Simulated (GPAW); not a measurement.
Runs of GPAW 26.7.0 on PbSe. The structure is cubic, space group Pm-3m (No. 221). The conventional cell has a = 3.784 Å, b = 3.784 Å, c = 3.784 Å, α = 90.00°, β = 90.00°, γ = 90.00°. Pb (site symmetry m-3m) has 8 Se at 3.28 Å as nearest neighbours. Se (site symmetry m-3m) has 8 Pb at 3.28 Å as nearest neighbours. Measurements of this composition are mostly on another form, of space group No. 225.

```tsv
level	potentials or basis	smearing	gap on the mesh (eV)	pressure (GPa)
LDA	the program's PAW data sets (release 1.2.1) made for this functional, pw	gaussian 0.05 eV	none	-5.0
LDA	the program's PAW data sets (release 1.2.1) made for this functional, pw	gaussian 0.1 eV	none	-5.0
PBEsol	PAW data sets generated in the run's folder for this functional, pw	gaussian 0.05 eV	none	(a)
RPBE	the program's PAW data sets (release 1.2.1) made for this functional, pw	fermi-dirac 0.02 eV	none	1.4
```

Alike in all rows: task single point; no spin polarisation; cell as given; k mesh 7 × 7 × 7; cutoff (eV) 600.

Problem. Estimate the missing entries.

Solution. (a) -3.4.

A k mesh can miss the band edges, and the runs leave out spin-orbit coupling on Pb, Se.

A gap of «none» marks a metal or a gap under the smearing width.
